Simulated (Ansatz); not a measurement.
Density of states of PbS (Cmcm, a = 4.165 Å, b = 12.005 Å, c = 4.272 Å, α = 90.00°, β = 90.00°, γ = 90.00°), in states per eV and primitive cell, averaged over bins of 0.5 eV. All numbers below come from DFT r2SCAN, scalar-relativistic, plane waves, PAW (Ansatz 0.2.0).

Plane waves to 500 eV, a k mesh through Γ of 8×8×6 on the computed 4-atom cell and Gaussian smearing (0.02 eV); no spin polarisation.

The cell is relaxed at this level. The states (both spins) are summed by tetrahedra on a 12×12×9 mesh at the self-consistent density. Energies are bin centres; the table starts no lower than −8 eV and ends at 6 eV, or lower where the solved bands end.

The gap is 1.39 eV at this level, with the zero inside it.

```
E − E_F (eV) total S 3p Pb 6p Pb 6s S 3s
       -7.80   2.21  0.36   0.04   1.58  0.23
       -7.30   0.66  0.11   0.01   0.41  0.13
       -6.80   0.41  0.05   0.01   0.25  0.10
       -6.30   0.06  0.01   0.00   0.04  0.02
       -5.80   0.00  0.00   0.00   0.00  0.00
       -5.30   0.07  0.04   0.03   0.00  0.00
       -4.80   0.98  0.57   0.38   0.02  0.01
       -4.30   1.53  0.92   0.55   0.03  0.01
       -3.80   2.48  1.60   0.78   0.05  0.02
       -3.30   3.10  2.13   0.84   0.07  0.03
       -2.80   3.46  2.51   0.74   0.12  0.04
       -2.30   4.81  3.80   0.71   0.21  0.04
       -1.80   2.94  2.36   0.33   0.20  0.01
       -1.30   4.12  3.05   0.42   0.54  0.04
       -0.80   0.50  0.36   0.04   0.09  0.00
       -0.30   0.00  0.00   0.00   0.00  0.00
        0.20   0.00  0.00   0.00   0.00  0.00
        0.70   0.04  0.00   0.03   0.00  0.00
        1.20   0.85  0.08   0.60   0.05  0.09
        1.70   1.70  0.20   1.21   0.06  0.17
        2.20   2.36  0.32   1.71   0.05  0.17
        2.70   2.46  0.42   1.74   0.05  0.11
        3.20   2.96  0.52   2.12   0.05  0.08
        3.70   2.82  0.56   1.92   0.04  0.05
        4.20   2.74  0.56   1.73   0.03  0.04
        4.70   3.11  0.66   1.94   0.02  0.04
        5.20   3.27  0.65   1.97   0.01  0.05
        5.70   1.45  0.35   0.80   0.00  0.01
```

The columns after the total are the main Löwdin projections on the occupied valence shells of the potentials; 1 other is left out. The rest of the total lies in those, in shells that are empty in the free atom, which aren't projected, and between the atoms.

Spin-orbit coupling is left out, which matters for the bands of heavy elements.

This form isn't the usual stable structure of the compound.

Cost: 1 run of about 1.8 core-minutes, on Arm Neoverse V2 (shared hosts).